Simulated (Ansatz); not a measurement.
The system is SnO2 (Cassiterite).

```
Sn O
1.0
     4.73800    0.00000    0.00000
     0.00000    4.73800    0.00000
     0.00000    0.00000    3.18650
Sn O
2 4
Direct
  0.50000 0.50000 0.50000
  0.00000 0.00000 0.00000
  0.80710 0.19290 0.50000
  0.69290 0.69290 0.00000
  0.19290 0.80710 0.50000
  0.30710 0.30710 0.00000
```

```yaml
Program: Ansatz 0.2.0
Task: relaxation of cell and atoms
Functional: PBE
Potentials_or_basis: PseudoDojo stringent (PBE files)
Cutoff: 1388 eV
Density_cutoff: 5551 eV
k_mesh: 6 × 6 × 8
Occupations: fermi-dirac, width 0.05 eV
Spin: no spin polarisation
```

At the start: volume 11.92 Å³/atom.

Q: How do energy, volume and symmetry change on relaxing?

A: It ends after 7 steps and the volume is 12.58 Å³/atom (+5.5 %); space group P4_2/mnm (No. 136, to 0.05 Å).

The path:
| step | energy change (eV) | largest force (eV/Å) | volume (Å³) |
| --- | --- | --- | --- |
| 1 | 0.0000 | 0.2678 | 71.53 |
| 2 | -0.1282 | 0.0238 | 75.13 |
| 3 | -0.1290 | 0.0352 | 75.43 |
| 4 | -0.1293 | 0.0007 | 75.45 |
| 5 | -0.1303 | 0.0008 | 75.45 |
| 6 | -0.1303 | 0.0002 | 75.47 |
| 7 | -0.1303 | 0.0002 | 75.47 |

Final structure:
```xyz
6
Lattice="4.8265 0.0000 0.0000 0.0000 4.8265 0.0000 0.0000 0.0000 3.2399" Properties=species:S:1:pos:R:3 pbc="T T T"
Sn    2.4133    2.4133    1.6199
Sn    0.0000    0.0000    0.0000
O     3.8933    0.9333    1.6199
O     3.3465    3.3465    0.0000
O     0.9333    3.8933    1.6199
O     1.4800    1.4800    0.0000
```

Caveat: the plane-wave basis is chosen anew once the cell has moved, so the energies of steps on either side of that aren't comparable.
